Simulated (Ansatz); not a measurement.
Write the native input for Ansatz 0.2.0 that does the following.

| Item | Value |
| --- | --- |
| Task | relaxation of cell and atoms |
| Functional | PBEsol |
| Dispersion | D3(BJ) |
| Potentials or basis | Ansatz PAW |
| Cutoff | 420 eV (not typed: the program's choice for these potentials) |
| k mesh | 8 × 8 × 8 |
| Occupations | fermi-dirac, width 0.05 eV |
| Spin | no spin polarisation |

The system is InP.

```xyz
2
Lattice="0.0000 2.7688 2.7688 2.7688 0.0000 2.7688 2.7688 2.7688 0.0000" Properties=species:S:1:pos:R:3 pbc="T T T"
In    0.0000    0.0000    0.0000
P     2.7688    2.7688    2.7688
```

Measurements of this composition are mostly on another form, of space group No. 216.

These files were run (other wordings do the same):

input.yaml

```yaml
crystal:
  lattice:
    - [0.0, 2.768834, 2.768834]
    - [2.768834, 0.0, 2.768834]
    - [2.768834, 2.768834, 0.0]
  atoms:
    - { symbol: In, position: [0.0, 0.0, 0.0] }
    - { symbol: P, position: [0.5, 0.5, 0.5] }
hamiltonian:
  xc: pbesol
  pseudopotentials: { kind: paw }
  dispersion: d3bj
kpoints:
  mp_grid: { grid: [8, 8, 8] }
scf:
  occupations: { method: fermi_dirac, width: 0.05 }
output:
  forces: true
  stress: true
  eigenvalues: true
relax:
  f_tol: 0.01
  max_steps: 40
  cell: { stress_tol: 0.05 }
```

Potentials or basis: Ansatz PAW.

Run with:

```sh
$ ansatz run input.yaml --threads 2 --pin off --max-ram 5632MiB --backend cpu --events-out ev --progress --plain --runs-dir out
```

It gave:

| Item | Value |
| --- | --- |
| Relaxed volume | 19.61 Å³/atom |
| Relaxed cell | a = 3.814 Å, b = 3.814 Å, c = 3.814 Å, α = 60.00°, β = 60.00°, γ = 60.00° |
| Space group after relaxing (to 0.05 Å) | Fm-3m (No. 225) |
| Energy gained by relaxing | 33.3 meV/atom |
| Ionic steps | 6 |
| Pressure after relaxing | 0.0 GPa |
| Band gap on the k mesh | none (metal or under the smearing width) |

Caveat: the plane-wave basis is chosen anew once the cell has moved, so the energies of steps on either side of that aren't comparable; pairwise dispersion overbinds metals, which lowers pressure and volume; the PAW data sets come from PBE, with cores solved anew for the run's functional, which leaves a small shift of forces and pressure.

Wall time 3.5 s on 2 threads of Arm Neoverse V2, with other jobs on the host, peak memory 0.31 GiB.
